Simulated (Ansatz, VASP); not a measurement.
Two plane-wave programs on Mg

File INCAR:

```
  ALGO = Normal
  EDIFF = 1E-6
  ENCUT = 520
  GGA = PE
  ISIF = 2
  ISMEAR = -1
  LASPH = True
  LCHARG = False
  LREAL = False
  LWAVE = False
  NBANDS = 10
  NELM = 60
  PREC = Accurate
  SIGMA = 0.1
```

Contents of KPOINTS:

```
k-points
0
Gamma
  8 8 11
```

Contents of POSCAR:

```
Mg
1.0
    5.0367613293      0.0000000000      0.0000000000
   -2.5183806646      4.3619632640      0.0000000000
    0.0000000000      0.0000000000      3.0540286031
Mg
3
Direct
    0.0000000000      0.0000000000      0.0000000000
    0.3333333333      0.6666666667      0.5000000000
    0.6666666667      0.3333333333      0.5000000000
```

Input for Ansatz:

```yaml
crystal:
  lattice:
    - [5.0367613293, 0.0, 0.0]
    - [-2.5183806646, 4.361963264, 0.0]
    - [0.0, 0.0, 3.0540286031]
  atoms:
    - { symbol: Mg, position: [0.0, 0.0, 0.0] }
    - { symbol: Mg, position: [0.3333333333, 0.6666666667, 0.5] }
    - { symbol: Mg, position: [0.6666666667, 0.3333333333, 0.5] }
hamiltonian:
  xc: pbe
  pseudopotentials:
    kind: paw
    azcp:
      Mg: "pseudopotentials/Mg.paw.azcp"
basis:
  ecutwfc: 420
  fft_grid_basis: typed
kpoints:
  mp_grid: { grid: [8, 8, 11], shift: [0, 0, 0] }
magnetization:
  spin_polarized: false
scf:
  occupations: { method: fermi_dirac, width: 0.1 }
  lower_state_search: "off"
output:
  stress: true
```

Alike in both runs: task single point; functional PBE; k mesh 8 × 8 × 11; occupations fermi-dirac, width 0.1 eV; no spin polarisation.

```csv
,VASP,Ansatz
version,VASP 6.6.1,Ansatz 0.2.0
potentials or method,"VASP PAW PBE potentials, release 64 (Mg)","plane waves (420 eV) with PAW, scalar-relativistic"
plane-wave cutoff (eV),520,420
valence electrons in the cell,6,30
```

```csv
,VASP,Ansatz,Ansatz less VASP
pressure (GPa),1.3,1.5,+0.12
largest component of the traceless stress (GPa),0.17,0.17,+0.002
```

With one functional, cell and mesh, what is left measures potentials, basis and numerics. The two sets of potentials don't hold the same shells in valence.
